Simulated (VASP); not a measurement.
Crystal: Ru.

```
Ru
1.0
     2.70580    0.00000    0.00000
    -1.35290    2.34329    0.00000
     0.00000    0.00000    4.28190
Ru
2
Direct
  0.66667 0.33333 0.75000
  0.33333 0.66667 0.25000
```

* Program: VASP 6.6.1
* Task: relaxation of cell and atoms
* Functional: PBEsol
* Potentials or basis: VASP PAW PBE potentials, release 64 (Ru_pv)
* Cutoff: 600 eV
* k mesh: 10 × 10 × 6
* Occupations: fermi-dirac, width 0.05 eV
* Spin: no spin polarisation

At the start: pressure -6.2 GPa; volume 13.57 Å³/atom.

Q: Where does the relaxation end?

A: Over 8 steps the energy falls by 6.2 meV/atom and the volume is 13.33 Å³/atom (-1.8 %); space group P6_3/mmc (No. 194, to 0.05 Å).

Step by step:
```tsv
step	energy change (eV)	largest force (eV/Å)	pressure (GPa)	volume (Å³)
1	0.0000	0.0000	-6.23	27.15
2	0.1007	0.0000	23.93	25.13
3	-0.0118	0.0000	0.26	26.64
4	-0.0119	0.0000	0.27	26.63
5	-0.0118	0.0000	0.77	26.60
6	-0.0119	0.0000	0.33	26.62
7	-0.0121	0.0000	-0.38	26.67
8	-0.0124	0.0000	0.01	26.65
```

Final structure:
```yaml
crystal:
  lattice:
    - [2.69738, 0.00000, 0.00000]
    - [-1.34869, 2.33600, 0.00000]
    - [0.00000, 0.00000, 4.22956]
  atoms:
    - { symbol: Ru, position: [0.66667, 0.33333, 0.75000] }
    - { symbol: Ru, position: [0.33333, 0.66667, 0.25000] }
```

Caveat: the PAW data sets were made with another functional, which shifts forces and pressure a little.
